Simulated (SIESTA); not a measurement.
Sb under changes of volume

One of the cells (27.187 Å³/atom); the others are scaled copies at fixed shape and fractional positions:

```
Sb
1.0
     3.37675    0.00000    0.00000
    -1.68837    2.92435    0.00000
     0.00000    0.00000    5.50639
Sb
2
Direct
  0.66667 0.33333 0.75000
  0.33333 0.66667 0.25000
```

This isn't the form of Sb at room conditions, which is rhombohedral.

| Property | Result |
| --- | --- |
| Program | SIESTA 5.4.2 |
| Functional | PBE |
| Potentials or basis | PseudoDojo 0.4 standard (PBE files) |
| Basis | DZP (energy shift 0.002 Ry) |
| Grid cutoff | 500 Ry |
| Energy shift | 0.002 Ry |
| k mesh | 9 × 9 × 5 |
| Occupations | fermi-dirac, width 0.05 eV |
| Spin | no spin polarisation |

```csv
volume (Å³/atom),energy over the lowest point (meV/atom),pressure (GPa)
25.055,?,?
25.588,57.38,7.3
26.121,36.26,5.6
27.187,9.14,2.7
27.720,2.49,1.3
28.253,0.00,0.2
```

Question: What does the run at 25.055 Å³/atom give?

Answer: Energy over the lowest point 84.50 meV/atom; pressure 9.2 GPa.

Worked out: A Birch-Murnaghan fit of order 3 (a polynomial in V^(-2/3)) to the other rows has its minimum at 28.32 Å³/atom, just outside them, with B0 = V·E''(V) = 62 GPa (rough, since the energies scatter) at fixed shape and positions, which overstates the stiffness. It gives 84.04 meV/atom at 25.055 Å³/atom, against the run's 84.50, and -dE/dV = 8.9 GPa, against 9.2.

Energies are extrapolated to zero smearing.

Caveats: semicore shells carry a single zeta, which can move pressures by several GPa and volumes by a few percent; the basis of atomic orbitals isn't converged, which shifts pressures, moduli and gaps.
